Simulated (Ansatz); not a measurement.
# InP: the cost of one run

Method: DFT PBE, scalar-relativistic, plane waves, PAW, in Ansatz 0.2.0.

5 further runs of the same task are left out: 5 set aside as unsound or not needed.

## 1. The structure to begin with

The structure is cubic, space group Fm-3m (No. 225). Conventional cell: a = 5.544 Å, b = 5.544 Å, c = 5.544 Å, α = 90.00°, β = 90.00°, γ = 90.00°. Around In (site symmetry m-3m) lie 6 P at 2.77 Å. P (site symmetry m-3m) is surrounded by 6 In at 2.77 Å.

Structure file:

```cif
data_structure
_symmetry_space_group_name_H-M 'Fm-3m'
_symmetry_Int_Tables_number 225
_cell_length_a 5.5440
_cell_length_b 5.5440
_cell_length_c 5.5440
_cell_angle_alpha 90.000
_cell_angle_beta 90.000
_cell_angle_gamma 90.000
_cell_volume 170.40
loop_
_atom_site_label
_atom_site_type_symbol
_atom_site_symmetry_multiplicity
_atom_site_Wyckoff_symbol
_atom_site_fract_x
_atom_site_fract_y
_atom_site_fract_z
_atom_site_occupancy
In1 In 4 a 0.00000 0.00000 0.00000 1
P1 P 4 b 0.50000 0.00000 0.00000 1
```

It is the result of an earlier relaxation at this level (volume 21.30 Å³/atom; gap on the mesh: none (metal)).

## 2. Relaxing at 3 GPa

At a set pressure the run lowers the enthalpy E + PV, so the energy alone may rise along the way.

Input file input.yaml:

```yaml
crystal:
  lattice:
    - [0.0, 2.771981622, 2.771981622]
    - [2.771981622, 0.0, 2.771981622]
    - [2.771981622, 2.771981622, 0.0]
  atoms:
    - { symbol: In, position: [0.0, 0.0, 0.0] }
    - { symbol: P, position: [0.5, 0.5, 0.5] }
basis:
  ecutwfc: 420
kpoints:
  mp_grid: { grid: [14, 14, 14] }
hamiltonian:
  xc: pbe
scf:
  occupations: { method: fermi_dirac, width: 0.15 }
output:
  forces: true
  stress: true
  eigenvalues: true
  write_density: true
  write_potential: true
  elf: true
  volumetric_format: npy
relax:
  adjacent_minimum: "off"
  f_tol: 0.001
  max_steps: 60
  cell: { stress_tol: 0.02, p_target: 3.0 }
```

Command:

```sh
$ ansatz run input.yaml --threads 1 --pin off --max-ram 3072MiB --backend cpu --events-out ev --progress --plain --runs-dir out
```

Q: Estimate wall time and peak memory on 1 thread of Intel Xeon Platinum 8488C (Sapphire Rapids), shared host.

About 14 s, with a peak of 0.41 GiB.
